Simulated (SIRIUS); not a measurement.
# Ge (Fd-3m) in SIRIUS: a series of runs, part 2 of 2

SIRIUS 7.12.0. Earlier steps stand in the parts before.

### Step 4. Equation of state, LDA, 22.19 Å³/atom (volume scaled by 0.98)

The input, sirius.json:

```json
{
  "control": {
    "processing_unit": "cpu",
    "std_evp_solver_name": "lapack",
    "gen_evp_solver_name": "lapack",
    "verbosity": 2,
    "print_forces": false,
    "ortho_rf": true,
    "use_second_variation": true,
    "rmt_max": 3.0,
    "num_bands_to_print": 24,
    "save_wf": true
  },
  "parameters": {
    "electronic_structure_method": "full_potential_lapwlo",
    "xc_functionals": ["XC_LDA_X", "XC_LDA_C_PW"],
    "core_relativity": "dirac",
    "valence_relativity": "iora",
    "num_fv_states": 29,
    "smearing": "fermi_dirac",
    "smearing_width": 0.0018374661,
    "pw_cutoff": 20,
    "gk_cutoff": 3.77,
    "lmax_apw": 10,
    "lmax_rho": 8,
    "lmax_pot": 8,
    "num_mag_dims": 0,
    "auto_rmt": 0,
    "ngridk": [8, 8, 8],
    "shiftk": [0, 0, 0],
    "num_dft_iter": 80,
    "energy_tol": 1e-07,
    "density_tol": 1e-05,
    "use_symmetry": true
  },
  "settings": {"tol_ne": 1e-10},
  "iterative_solver": {"type": "exact"},
  "mixer": {"type": "anderson", "beta": 0.5, "max_history": 8},
  "unit_cell": {
    "lattice_vectors": [[0.0, 5.3099857607, 5.3099857607], [5.3099857607, 0.0, 5.3099857607], [5.3099857607, 5.3099857607, 0.0]],
    "atom_types": ["Ge"],
    "atom_files": {"Ge": "Ge.json"},
    "atoms": {"Ge": [[0.75, 0.75, 0.75], [0.5, 0.5, 0.5]]}
  }
}
```

The input, Ge.json:

```json
{
  "name": "germanium",
  "symbol": "Ge",
  "number": 32,
  "mass": 72.64,
  "rmin": 1e-06,
  "rmt": 2.23,
  "nrmt": 800,
  "rinf": 16.93,
  "core": "1s2s2p",
  "valence": [
    {"basis": [{"enu": 0.01, "dme": 0, "n": 0, "auto": 0}, {"enu": 0.01, "dme": 1, "n": 0, "auto": 0}]},
    {"l": 0, "n": 1, "basis": [{"enu": 0.0153, "dme": 0, "n": 0, "auto": 0}]},
    {"l": 1, "n": 2, "basis": [{"enu": 0.11, "dme": 0, "n": 0, "auto": 0}]},
    {"l": 2, "n": 3, "basis": [{"enu": 0.11, "dme": 0, "n": 0, "auto": 0}]},
    {"l": 3, "n": 4, "basis": [{"enu": 0.11, "dme": 0, "n": 0, "auto": 0}]}
  ],
  "lo": [
    {
      "l": 0,
      "basis": [{"enu": 0.0153, "dme": 0, "n": 0, "auto": 0}, {"enu": 0.0153, "dme": 1, "n": 0, "auto": 0}]
    },
    {
      "l": 0,
      "basis": [{"enu": 0.0153, "dme": 1, "n": 0, "auto": 0}, {"enu": 0.0153, "dme": 2, "n": 0, "auto": 0}]
    },
    {
      "l": 0,
      "basis": [{"enu": -5.8905, "dme": 0, "n": 3, "auto": 1}, {"enu": -5.8905, "dme": 1, "n": 3, "auto": 1}]
    },
    {
      "l": 0,
      "basis": [{"enu": 0.0153, "dme": 0, "n": 0, "auto": 0}, {"enu": 2.4284, "dme": 0, "n": 0, "auto": 0}]
    },
    {"l": 1, "basis": [{"enu": 0.11, "dme": 0, "n": 0, "auto": 0}, {"enu": 0.11, "dme": 1, "n": 0, "auto": 0}]},
    {
      "l": 1,
      "basis": [{"enu": -3.9766, "dme": 0, "n": 3, "auto": 1}, {"enu": -3.9766, "dme": 1, "n": 3, "auto": 1}]
    },
    {
      "l": 1,
      "basis": [{"enu": -3.9766, "dme": 1, "n": 3, "auto": 1}, {"enu": 0.11, "dme": 0, "n": 0, "auto": 0}]
    },
    {"l": 1, "basis": [{"enu": 0.11, "dme": 0, "n": 0, "auto": 0}, {"enu": 3.8101, "dme": 0, "n": 0, "auto": 0}]},
    {"l": 2, "basis": [{"enu": 0.11, "dme": 0, "n": 0, "auto": 0}, {"enu": 0.11, "dme": 1, "n": 0, "auto": 0}]},
    {
      "l": 2,
      "basis": [{"enu": -0.8292, "dme": 0, "n": 3, "auto": 1}, {"enu": -0.8292, "dme": 1, "n": 3, "auto": 1}]
    },
    {
      "l": 2,
      "basis": [{"enu": -0.8292, "dme": 1, "n": 3, "auto": 1}, {"enu": 0.11, "dme": 0, "n": 0, "auto": 0}]
    },
    {"l": 2, "basis": [{"enu": 0.11, "dme": 0, "n": 0, "auto": 0}, {"enu": 4.2927, "dme": 0, "n": 0, "auto": 0}]},
    {"l": 3, "basis": [{"enu": 0.11, "dme": 0, "n": 0, "auto": 0}, {"enu": 0.11, "dme": 1, "n": 0, "auto": 0}]},
    {"l": 3, "basis": [{"enu": 0.11, "dme": 0, "n": 0, "auto": 0}, {"enu": 3.609, "dme": 0, "n": 0, "auto": 0}]}
  ],
  "free_atom": [... radial grid and density of the free atom, the start of the SCF ...]
}
```

The input, sirius_start.json:

```json
{
  "control": {
    "processing_unit": "cpu",
    "std_evp_solver_name": "lapack",
    "gen_evp_solver_name": "lapack",
    "verbosity": 1,
    "print_forces": false,
    "ortho_rf": true,
    "use_second_variation": true,
    "rmt_max": 3.0,
    "num_bands_to_print": 24,
    "save_wf": false
  },
  "parameters": {
    "electronic_structure_method": "full_potential_lapwlo",
    "xc_functionals": ["XC_LDA_X", "XC_LDA_C_PW"],
    "core_relativity": "dirac",
    "valence_relativity": "iora",
    "num_fv_states": 29,
    "smearing": "fermi_dirac",
    "smearing_width": 0.0055123983,
    "pw_cutoff": 20,
    "gk_cutoff": 3.01,
    "lmax_apw": 10,
    "lmax_rho": 8,
    "lmax_pot": 8,
    "num_mag_dims": 0,
    "auto_rmt": 0,
    "ngridk": [3, 3, 3],
    "shiftk": [0, 0, 0],
    "num_dft_iter": 30,
    "energy_tol": 0.01,
    "density_tol": 0.05,
    "use_symmetry": true
  },
  "settings": {"tol_ne": 1e-10},
  "iterative_solver": {"type": "exact"},
  "mixer": {"type": "anderson", "beta": 0.5, "max_history": 8},
  "unit_cell": {
    "lattice_vectors": [[0.0, 5.3099857607, 5.3099857607], [5.3099857607, 0.0, 5.3099857607], [5.3099857607, 5.3099857607, 0.0]],
    "atom_types": ["Ge"],
    "atom_files": {"Ge": "Ge.json"},
    "atoms": {"Ge": [[0.75, 0.75, 0.75], [0.5, 0.5, 0.5]]}
  }
}
```

Launch:

```console
$ OMP_NUM_THREADS=1 sirius.scf --input=sirius_start.json --output=start.json
$ OMP_NUM_THREADS=1 sirius.scf --input=sirius.json --output=output.json --task=1
```

Run time: 46 s. Hardware: 1 thread of Arm Neoverse V1, shared host; peak memory 0.43 GiB.

Results (log left out):

```
Free energy                                       : -114079.6373 eV
Band gap on the k mesh                            : none (metal or under the smearing width)
All electrons inside the program's atomic spheres : Ge 30.22 (radii Ge 2.23 bohr)
```

### Step 5. Equation of state, LDA, 22.64 Å³/atom

Changes to sirius.json since step 4:

```diff
@@ -39,3 +39,3 @@
   "unit_cell": {
-    "lattice_vectors": [[0.0, 5.3099857607, 5.3099857607], [5.3099857607, 0.0, 5.3099857607], [5.3099857607, 5.3099857607, 0.0]],
+    "lattice_vectors": [[0.0, 5.3458651312, 5.3458651312], [5.3458651312, 0.0, 5.3458651312], [5.3458651312, 5.3458651312, 0.0]],
     "atom_types": ["Ge"],
```

The input, Ge.json:

```json
{
  "name": "germanium",
  "symbol": "Ge",
  "number": 32,
  "mass": 72.64,
  "rmin": 1e-06,
  "rmt": 2.23,
  "nrmt": 800,
  "rinf": 16.93,
  "core": "1s2s2p",
  "valence": [
    {"basis": [{"enu": 0.0, "dme": 0, "n": 0, "auto": 0}, {"enu": 0.0, "dme": 1, "n": 0, "auto": 0}]},
    {"l": 0, "n": 1, "basis": [{"enu": 0.0053, "dme": 0, "n": 0, "auto": 0}]},
    {"l": 1, "n": 2, "basis": [{"enu": 0.1, "dme": 0, "n": 0, "auto": 0}]},
    {"l": 2, "n": 3, "basis": [{"enu": 0.1, "dme": 0, "n": 0, "auto": 0}]},
    {"l": 3, "n": 4, "basis": [{"enu": 0.1, "dme": 0, "n": 0, "auto": 0}]}
  ],
  "lo": [
    {
      "l": 0,
      "basis": [{"enu": 0.0053, "dme": 0, "n": 0, "auto": 0}, {"enu": 0.0053, "dme": 1, "n": 0, "auto": 0}]
    },
    {
      "l": 0,
      "basis": [{"enu": 0.0053, "dme": 1, "n": 0, "auto": 0}, {"enu": 0.0053, "dme": 2, "n": 0, "auto": 0}]
    },
    {
      "l": 0,
      "basis": [{"enu": -5.9005, "dme": 0, "n": 3, "auto": 1}, {"enu": -5.9005, "dme": 1, "n": 3, "auto": 1}]
    },
    {
      "l": 0,
      "basis": [{"enu": 0.0053, "dme": 0, "n": 0, "auto": 0}, {"enu": 2.4184, "dme": 0, "n": 0, "auto": 0}]
    },
    {"l": 1, "basis": [{"enu": 0.1, "dme": 0, "n": 0, "auto": 0}, {"enu": 0.1, "dme": 1, "n": 0, "auto": 0}]},
    {
      "l": 1,
      "basis": [{"enu": -3.9866, "dme": 0, "n": 3, "auto": 1}, {"enu": -3.9866, "dme": 1, "n": 3, "auto": 1}]
    },
    {"l": 1, "basis": [{"enu": -3.9866, "dme": 1, "n": 3, "auto": 1}, {"enu": 0.1, "dme": 0, "n": 0, "auto": 0}]},
    {"l": 1, "basis": [{"enu": 0.1, "dme": 0, "n": 0, "auto": 0}, {"enu": 3.8001, "dme": 0, "n": 0, "auto": 0}]},
    {"l": 2, "basis": [{"enu": 0.1, "dme": 0, "n": 0, "auto": 0}, {"enu": 0.1, "dme": 1, "n": 0, "auto": 0}]},
    {
      "l": 2,
      "basis": [{"enu": -0.8392, "dme": 0, "n": 3, "auto": 1}, {"enu": -0.8392, "dme": 1, "n": 3, "auto": 1}]
    },
    {"l": 2, "basis": [{"enu": -0.8392, "dme": 1, "n": 3, "auto": 1}, {"enu": 0.1, "dme": 0, "n": 0, "auto": 0}]},
    {"l": 2, "basis": [{"enu": 0.1, "dme": 0, "n": 0, "auto": 0}, {"enu": 4.2827, "dme": 0, "n": 0, "auto": 0}]},
    {"l": 3, "basis": [{"enu": 0.1, "dme": 0, "n": 0, "auto": 0}, {"enu": 0.1, "dme": 1, "n": 0, "auto": 0}]},
    {"l": 3, "basis": [{"enu": 0.1, "dme": 0, "n": 0, "auto": 0}, {"enu": 3.599, "dme": 0, "n": 0, "auto": 0}]}
  ],
  "free_atom": [... radial grid and density of the free atom, the start of the SCF ...]
}
```

Changes to sirius_start.json since step 4:

```diff
@@ -39,3 +39,3 @@
   "unit_cell": {
-    "lattice_vectors": [[0.0, 5.3099857607, 5.3099857607], [5.3099857607, 0.0, 5.3099857607], [5.3099857607, 5.3099857607, 0.0]],
+    "lattice_vectors": [[0.0, 5.3458651312, 5.3458651312], [5.3458651312, 0.0, 5.3458651312], [5.3458651312, 5.3458651312, 0.0]],
     "atom_types": ["Ge"],
```

Launch:

```console
$ OMP_NUM_THREADS=1 sirius.scf --input=sirius_start.json --output=start.json
$ OMP_NUM_THREADS=1 sirius.scf --input=sirius.json --output=output.json --task=1
```

Wall time 47 s (1 thread of Arm Neoverse V1, shared host); peak memory 0.44 GiB.

It converged, with:

```yaml
Free_energy: -114079.6337 eV
Band_gap_on_the_k_mesh: none (metal or under the smearing width)
All_electrons_inside_the_program's_atomic_spheres: Ge 30.20 (radii Ge 2.23 bohr)
```

### Step 6. Equation of state, LDA, 23.09 Å³/atom (volume scaled by 1.02)

Changes to sirius.json since step 5:

```diff
@@ -39,3 +39,3 @@
   "unit_cell": {
-    "lattice_vectors": [[0.0, 5.3458651312, 5.3458651312], [5.3458651312, 0.0, 5.3458651312], [5.3458651312, 5.3458651312, 0.0]],
+    "lattice_vectors": [[0.0, 5.3812692433, 5.3812692433], [5.3812692433, 0.0, 5.3812692433], [5.3812692433, 5.3812692433, 0.0]],
     "atom_types": ["Ge"],
```

Ge.json is that of step 5.

Changes to sirius_start.json since step 5:

```diff
@@ -39,3 +39,3 @@
   "unit_cell": {
-    "lattice_vectors": [[0.0, 5.3458651312, 5.3458651312], [5.3458651312, 0.0, 5.3458651312], [5.3458651312, 5.3458651312, 0.0]],
+    "lattice_vectors": [[0.0, 5.3812692433, 5.3812692433], [5.3812692433, 0.0, 5.3812692433], [5.3812692433, 5.3812692433, 0.0]],
     "atom_types": ["Ge"],
```

Potentials or basis: all-electron FP-LAPW, apw+lo standard.

Launch:

```console
$ OMP_NUM_THREADS=1 sirius.scf --input=sirius_start.json --output=start.json
$ OMP_NUM_THREADS=1 sirius.scf --input=sirius.json --output=output.json --task=1
```

Wall time 46 s (1 thread of Arm Neoverse V1, shared host); peak memory 0.44 GiB.

It converged, with:

```yaml
Free_energy: -114079.6236 eV
Band_gap_on_the_k_mesh: none (metal or under the smearing width)
All_electrons_inside_the_program's_atomic_spheres: Ge 30.18 (radii Ge 2.23 bohr)
```

### Step 7. Equation of state, LDA, 23.54 Å³/atom (volume scaled by 1.04)

Changes to sirius.json since step 6:

```diff
@@ -39,3 +39,3 @@
   "unit_cell": {
-    "lattice_vectors": [[0.0, 5.3812692433, 5.3812692433], [5.3812692433, 0.0, 5.3812692433], [5.3812692433, 5.3812692433, 0.0]],
+    "lattice_vectors": [[0.0, 5.4162135293, 5.4162135293], [5.4162135293, 0.0, 5.4162135293], [5.4162135293, 5.4162135293, 0.0]],
     "atom_types": ["Ge"],
```

The input, Ge.json:

```json
{
  "name": "germanium",
  "symbol": "Ge",
  "number": 32,
  "mass": 72.64,
  "rmin": 1e-06,
  "rmt": 2.23,
  "nrmt": 800,
  "rinf": 16.93,
  "core": "1s2s2p",
  "valence": [
    {"basis": [{"enu": -0.01, "dme": 0, "n": 0, "auto": 0}, {"enu": -0.01, "dme": 1, "n": 0, "auto": 0}]},
    {"l": 0, "n": 1, "basis": [{"enu": -0.0047, "dme": 0, "n": 0, "auto": 0}]},
    {"l": 1, "n": 2, "basis": [{"enu": 0.09, "dme": 0, "n": 0, "auto": 0}]},
    {"l": 2, "n": 3, "basis": [{"enu": 0.09, "dme": 0, "n": 0, "auto": 0}]},
    {"l": 3, "n": 4, "basis": [{"enu": 0.09, "dme": 0, "n": 0, "auto": 0}]}
  ],
  "lo": [
    {
      "l": 0,
      "basis": [{"enu": -0.0047, "dme": 0, "n": 0, "auto": 0}, {"enu": -0.0047, "dme": 1, "n": 0, "auto": 0}]
    },
    {
      "l": 0,
      "basis": [{"enu": -0.0047, "dme": 1, "n": 0, "auto": 0}, {"enu": -0.0047, "dme": 2, "n": 0, "auto": 0}]
    },
    {
      "l": 0,
      "basis": [{"enu": -5.9105, "dme": 0, "n": 3, "auto": 1}, {"enu": -5.9105, "dme": 1, "n": 3, "auto": 1}]
    },
    {
      "l": 0,
      "basis": [{"enu": -0.0047, "dme": 0, "n": 0, "auto": 0}, {"enu": 2.4084, "dme": 0, "n": 0, "auto": 0}]
    },
    {"l": 1, "basis": [{"enu": 0.09, "dme": 0, "n": 0, "auto": 0}, {"enu": 0.09, "dme": 1, "n": 0, "auto": 0}]},
    {
      "l": 1,
      "basis": [{"enu": -3.9966, "dme": 0, "n": 3, "auto": 1}, {"enu": -3.9966, "dme": 1, "n": 3, "auto": 1}]
    },
    {
      "l": 1,
      "basis": [{"enu": -3.9966, "dme": 1, "n": 3, "auto": 1}, {"enu": 0.09, "dme": 0, "n": 0, "auto": 0}]
    },
    {"l": 1, "basis": [{"enu": 0.09, "dme": 0, "n": 0, "auto": 0}, {"enu": 3.7901, "dme": 0, "n": 0, "auto": 0}]},
    {"l": 2, "basis": [{"enu": 0.09, "dme": 0, "n": 0, "auto": 0}, {"enu": 0.09, "dme": 1, "n": 0, "auto": 0}]},
    {
      "l": 2,
      "basis": [{"enu": -0.8492, "dme": 0, "n": 3, "auto": 1}, {"enu": -0.8492, "dme": 1, "n": 3, "auto": 1}]
    },
    {
      "l": 2,
      "basis": [{"enu": -0.8492, "dme": 1, "n": 3, "auto": 1}, {"enu": 0.09, "dme": 0, "n": 0, "auto": 0}]
    },
    {"l": 2, "basis": [{"enu": 0.09, "dme": 0, "n": 0, "auto": 0}, {"enu": 4.2727, "dme": 0, "n": 0, "auto": 0}]},
    {"l": 3, "basis": [{"enu": 0.09, "dme": 0, "n": 0, "auto": 0}, {"enu": 0.09, "dme": 1, "n": 0, "auto": 0}]},
    {"l": 3, "basis": [{"enu": 0.09, "dme": 0, "n": 0, "auto": 0}, {"enu": 3.589, "dme": 0, "n": 0, "auto": 0}]}
  ],
  "free_atom": [... radial grid and density of the free atom, the start of the SCF ...]
}
```

Changes to sirius_start.json since step 6:

```diff
@@ -39,3 +39,3 @@
   "unit_cell": {
-    "lattice_vectors": [[0.0, 5.3812692433, 5.3812692433], [5.3812692433, 0.0, 5.3812692433], [5.3812692433, 5.3812692433, 0.0]],
+    "lattice_vectors": [[0.0, 5.4162135293, 5.4162135293], [5.4162135293, 0.0, 5.4162135293], [5.4162135293, 5.4162135293, 0.0]],
     "atom_types": ["Ge"],
```

Launch:

```console
$ OMP_NUM_THREADS=1 sirius.scf --input=sirius_start.json --output=start.json
$ OMP_NUM_THREADS=1 sirius.scf --input=sirius.json --output=output.json --task=1
```

Run time: 47 s. Hardware: 1 thread of Arm Neoverse V1, shared host; peak memory 0.45 GiB.

Results (log left out):

| Quantity | Value |
| --- | --- |
| Free energy | -114079.6055 eV |
| Band gap on the k mesh | none (metal or under the smearing width) |
| All electrons inside the program's atomic spheres | Ge 30.17 (radii Ge 2.23 bohr) |

### Step 8. Equation of state, LDA, 24.00 Å³/atom (volume scaled by 1.06)

Changes to sirius.json since step 7:

```diff
@@ -39,3 +39,3 @@
   "unit_cell": {
-    "lattice_vectors": [[0.0, 5.4162135293, 5.4162135293], [5.4162135293, 0.0, 5.4162135293], [5.4162135293, 5.4162135293, 0.0]],
+    "lattice_vectors": [[0.0, 5.4507126348, 5.4507126348], [5.4507126348, 0.0, 5.4507126348], [5.4507126348, 5.4507126348, 0.0]],
     "atom_types": ["Ge"],
```

The input, Ge.json:

```json
{
  "name": "germanium",
  "symbol": "Ge",
  "number": 32,
  "mass": 72.64,
  "rmin": 1e-06,
  "rmt": 2.23,
  "nrmt": 800,
  "rinf": 16.93,
  "core": "1s2s2p",
  "valence": [
    {"basis": [{"enu": -0.02, "dme": 0, "n": 0, "auto": 0}, {"enu": -0.02, "dme": 1, "n": 0, "auto": 0}]},
    {"l": 0, "n": 1, "basis": [{"enu": -0.0147, "dme": 0, "n": 0, "auto": 0}]},
    {"l": 1, "n": 2, "basis": [{"enu": 0.08, "dme": 0, "n": 0, "auto": 0}]},
    {"l": 2, "n": 3, "basis": [{"enu": 0.08, "dme": 0, "n": 0, "auto": 0}]},
    {"l": 3, "n": 4, "basis": [{"enu": 0.08, "dme": 0, "n": 0, "auto": 0}]}
  ],
  "lo": [
    {
      "l": 0,
      "basis": [{"enu": -0.0147, "dme": 0, "n": 0, "auto": 0}, {"enu": -0.0147, "dme": 1, "n": 0, "auto": 0}]
    },
    {
      "l": 0,
      "basis": [{"enu": -0.0147, "dme": 1, "n": 0, "auto": 0}, {"enu": -0.0147, "dme": 2, "n": 0, "auto": 0}]
    },
    {
      "l": 0,
      "basis": [{"enu": -5.9205, "dme": 0, "n": 3, "auto": 1}, {"enu": -5.9205, "dme": 1, "n": 3, "auto": 1}]
    },
    {
      "l": 0,
      "basis": [{"enu": -0.0147, "dme": 0, "n": 0, "auto": 0}, {"enu": 2.3984, "dme": 0, "n": 0, "auto": 0}]
    },
    {"l": 1, "basis": [{"enu": 0.08, "dme": 0, "n": 0, "auto": 0}, {"enu": 0.08, "dme": 1, "n": 0, "auto": 0}]},
    {
      "l": 1,
      "basis": [{"enu": -4.0066, "dme": 0, "n": 3, "auto": 1}, {"enu": -4.0066, "dme": 1, "n": 3, "auto": 1}]
    },
    {
      "l": 1,
      "basis": [{"enu": -4.0066, "dme": 1, "n": 3, "auto": 1}, {"enu": 0.08, "dme": 0, "n": 0, "auto": 0}]
    },
    {"l": 1, "basis": [{"enu": 0.08, "dme": 0, "n": 0, "auto": 0}, {"enu": 3.7801, "dme": 0, "n": 0, "auto": 0}]},
    {"l": 2, "basis": [{"enu": 0.08, "dme": 0, "n": 0, "auto": 0}, {"enu": 0.08, "dme": 1, "n": 0, "auto": 0}]},
    {
      "l": 2,
      "basis": [{"enu": -0.8592, "dme": 0, "n": 3, "auto": 1}, {"enu": -0.8592, "dme": 1, "n": 3, "auto": 1}]
    },
    {
      "l": 2,
      "basis": [{"enu": -0.8592, "dme": 1, "n": 3, "auto": 1}, {"enu": 0.08, "dme": 0, "n": 0, "auto": 0}]
    },
    {"l": 2, "basis": [{"enu": 0.08, "dme": 0, "n": 0, "auto": 0}, {"enu": 4.2627, "dme": 0, "n": 0, "auto": 0}]},
    {"l": 3, "basis": [{"enu": 0.08, "dme": 0, "n": 0, "auto": 0}, {"enu": 0.08, "dme": 1, "n": 0, "auto": 0}]},
    {"l": 3, "basis": [{"enu": 0.08, "dme": 0, "n": 0, "auto": 0}, {"enu": 3.579, "dme": 0, "n": 0, "auto": 0}]}
  ],
  "free_atom": [... radial grid and density of the free atom, the start of the SCF ...]
}
```

Changes to sirius_start.json since step 7:

```diff
@@ -39,3 +39,3 @@
   "unit_cell": {
-    "lattice_vectors": [[0.0, 5.4162135293, 5.4162135293], [5.4162135293, 0.0, 5.4162135293], [5.4162135293, 5.4162135293, 0.0]],
+    "lattice_vectors": [[0.0, 5.4507126348, 5.4507126348], [5.4507126348, 0.0, 5.4507126348], [5.4507126348, 5.4507126348, 0.0]],
     "atom_types": ["Ge"],
```

Launch:

```console
$ OMP_NUM_THREADS=1 sirius.scf --input=sirius_start.json --output=start.json
$ OMP_NUM_THREADS=1 sirius.scf --input=sirius.json --output=output.json --task=1
```

It took 48 s on 1 thread of Arm Neoverse V1, shared host; peak memory 0.45 GiB.

The run converged. Its results:

```yaml
Free_energy: -114079.5815 eV
Band_gap_on_the_k_mesh: none (metal or under the smearing width)
All_electrons_inside_the_program's_atomic_spheres: Ge 30.15 (radii Ge 2.23 bohr)
```

### Step 9. Equation of state, LDA

Potentials or basis: all-electron FP-LAPW, apw+lo standard.

No new run: the results of the series are fitted here.

Results:

```yaml
Equilibrium_volume: "22.21 Å³/atom (rough: see the caveat)"
Bulk_modulus: 68 GPa (rough)
```

Energy against volume, from the lowest point:
| volume (Å³/atom) | energy (meV/atom) |
| --- | --- |
| 21.281 | 8.79 |
| 21.733 | 2.17 |
| 22.186 | 0.00 |
| 22.639 | 1.81 |
| 23.092 | 6.85 |
| 23.545 | 15.93 |
| 23.997 | 27.90 |

Caveat: the fit is doubtful: noisy points or a state that changes with volume.
